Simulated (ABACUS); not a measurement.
NiO: equation of state with RPBE

NiO:

```xyz
2
Lattice="0.0000 2.0859 2.0859 2.0859 0.0000 2.0859 2.0859 2.0859 0.0000" Properties=species:S:1:pos:R:3 pbc="T T T"
Ni    0.0000    0.0000    0.0000
O     2.0859    2.0859    2.0859
```

```json
{
 "Program": "ABACUS 3.10.1",
 "Task": "equation of state",
 "Functional": "RPBE",
 "Potentials or basis": "PseudoDojo NC SR 0.5 PBE standard",
 "Cutoff": "1333 eV",
 "Density cutoff": "5333 eV",
 "Basis": "plane waves",
 "k mesh": "9 × 9 × 9",
 "Occupations": "fermi-dirac, width 0.05 eV",
 "Spin": "collinear spin, ferromagnetic start",
 "Starting moments": "[1.0, 0.0] μB",
 "Radial cutoff of the potentials (pseudo_rcut)": "10 bohr",
 "SCF threshold on the density": "1e-08",
 "Max SCF steps": "100",
 "Eigensolver": "dav",
 "Mixing": "broyden",
 "Mixing share": "0.4",
 "Symmetry key": "1"
}
```

```yaml
Equilibrium_volume: "9.67 Å³/atom (rough: see the caveat)"
Bulk_modulus: 172 GPa (rough)
```

Energy against volume, from the lowest point:
```csv
volume (Å³/atom),energy (meV/atom)
8.531,86.33
8.894,37.77
9.257,10.05
9.620,0.00
```

All runs of the series together: 60 s on 4 threads of Intel(R) Xeon(R) Platinum 8488C (Sapphire Rapids), with other jobs on the host.

Caveat: the minimum lies outside the volumes run; the potentials were made for another functional, which shifts forces and pressure.
